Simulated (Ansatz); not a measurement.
## MnS (F-43m): does the start matter?

Computed with Ansatz (plane waves, PAW): PBE+U, U_eff = 3.0 eV (Dudarev form) on Mn d, fully localised double counting, scalar-relativistic datasets, 420 eV, PAW set soft_2, 6×6×6 mesh, Gaussian smearing of 0.05 eV.

```yaml
crystal:
  lattice:
    - [0.00000, 2.80000, 2.80000]
    - [2.80000, 0.00000, 2.80000]
    - [5.60000, 5.60000, 0.00000]
  atoms:
    - { symbol: Mn, position: [0.00000, 0.00000, 0.00000] }
    - { symbol: S, position: [0.75000, 0.75000, 0.37500] }
    - { symbol: Mn, position: [0.00000, 0.00000, 0.50000] }
    - { symbol: S, position: [0.75000, 0.75000, 0.87500] }
```

The structure is that of a cell as deposited in COD, unrelaxed. The cell shown is twice the primitive one, so that more magnetic patterns fit.

Cell and atoms stay fixed, and the cell was started in 6 ways, without spin–orbit coupling. The starts were built for 5 d electrons on Mn, a formal count that the converged states needn't keep. Starting moments of the plain starts: Mn1 5.00; Mn3 -5.00 μB (atoms counted from 1).

Energies count from the lowest free state found; constrained states (a lock kept on the moments, or spin off) can lie above or below free ones. A natural orbital (eigenvector of a shell's occupation matrix) is counted as filled above 0.75 (0.9 in a metal) and as partly filled from 0.35 up to that; ↑ and ↓ are the spin channels.

| state | reached from | ΔE (meV/atom) | gap (eV) | P (GPa) | cell spin moment (μB) | site spin moments (μB) | shell filling | Hubbard energy (eV/cell) | flags |
| --- | --- | --- | --- | --- | --- | --- | --- | --- | --- |
| 1 | typed shells with each spin channel wholly full or empty (5+0 electrons), held for 5 iterations; natural orbitals of the symmetric run, filled by rank; random orbitals: random mixtures, one electron fewer (draw 7); 3 more | 0.0 | 2.19 | 2.5 | 0.00 | Mn 4.25, -4.25 | Mn 5↑ 0↓, 5.30 e; Mn 0↑ 5↓, 5.30 e | 1.08 | – |

The lowest free state (state 1) has 5 d electrons in filled orbitals, 5 of them unpaired, the high-spin filling, a gap of 2.19 eV. Its natural occupations are Mn1 spin up: 0.99 0.99 0.99 1.00 1.00; Mn1 spin down: 0.03 0.03 0.09 0.09 0.10; Mn3 spin up: 0.03 0.03 0.09 0.09 0.10; Mn3 spin down: 0.99 0.99 0.99 1.00 1.00. Since all bands are wholly filled or empty, the fractional occupations (0.09, 0.10) come from mixing of the shell with the neighbours' orbitals (covalency), not from partly filled bands.

All 6 free starts end within 3 meV/atom of the lowest, so here the result hardly hangs on the start.

Every start opposed the Mn moments, so their parallel order wasn't tried.

Opposed moments on the two ions of this cell turn 6 of the 12 nearest magnetic neighbours at 3.96 Å against each other; some of these neighbours are also nearest neighbours of each other, so no collinear order can turn them all.

In the lowest free state the fixed cell carries a pressure of 2.5 GPa (the cell is smaller than this level of theory would relax to) and forces up to 0.15 eV/Å; relaxing would change energies and could change the order of close states.

Other starts might reach a lower state still. U wasn't fitted or computed for this material, so the results show what this U gives and needn't match the real solid. Gaps are Kohn–Sham gaps over the k-mesh alone and may be smaller between its points. Site moments are integrated in small spheres and here fall short of the shell's N↑ − N↓.
